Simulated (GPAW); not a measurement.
A run of GPAW 26.7.0 is set up as follows.

The input run.py:

```python
from ase.dft.bandgap import bandgap
from ase.io import read, write
from ase.units import Bohr, GPa
from gpaw import GPAW, PW
from gpaw.elf import elf_from_dft_calculation

atoms = read('POSCAR')

calc = GPAW(mode=PW(800),
            xc='LDA',
            kpts={'size': (10, 10, 10), 'gamma': True},
            occupations={'name': 'methfessel-paxton', 'order': 0, 'width': 0.02},
            nbands=19,
            convergence={'density': 1e-05, 'energy': 1e-05},
            maxiter=150,
            txt='gpaw.txt')
atoms.calc = calc
energy = atoms.get_potential_energy()
forces = atoms.get_forces()
stress = atoms.get_stress()
calc.write('gs.gpw')
write('result.traj', atoms)
print(f'Energy: {energy:.6f} eV')
print('Forces (eV/A):')
print(forces.round(4))
print('Stress (GPa):', (stress / GPa).round(3))
print('Fermi level:', round(calc.get_fermi_level(), 4), 'eV')
print(f'Gap: {bandgap(calc)[0]:.4f} eV, direct: {bandgap(calc, direct=True)[0]:.4f} eV')

# fields on the real-space grid
write('density.cube', atoms, data=calc.get_pseudo_density() * Bohr**3)
write('potential.cube', atoms, data=calc.get_electrostatic_potential())
write('elf.cube', atoms, data=elf_from_dft_calculation(calc).data)
```

Contents of POSCAR:

```
ZrN
1.0
    0.0000000000      2.3000000000      2.3000000000
    2.3000000000      0.0000000000      2.3000000000
    2.3000000000      2.3000000000      0.0000000000
Zr N
1 1
Direct
    0.5000000000      0.5000000000      0.5000000000
    0.0000000000      0.0000000000      0.0000000000
```

Potentials or basis: the program's PAW data sets (release 1.2.1) made for this functional, pw.

The run is started by

```bash
$ OMP_NUM_THREADS=1 python run.py
```

Question: What does it give for the pressure?

Answer: -15.1 GPa.

Question: Estimate the band gap on the k mesh.

Answer: None (metal or under the smearing width).

Caveat: so large a pressure means that the cell lies far from this level's equilibrium, or that cutoff or potentials fall short.
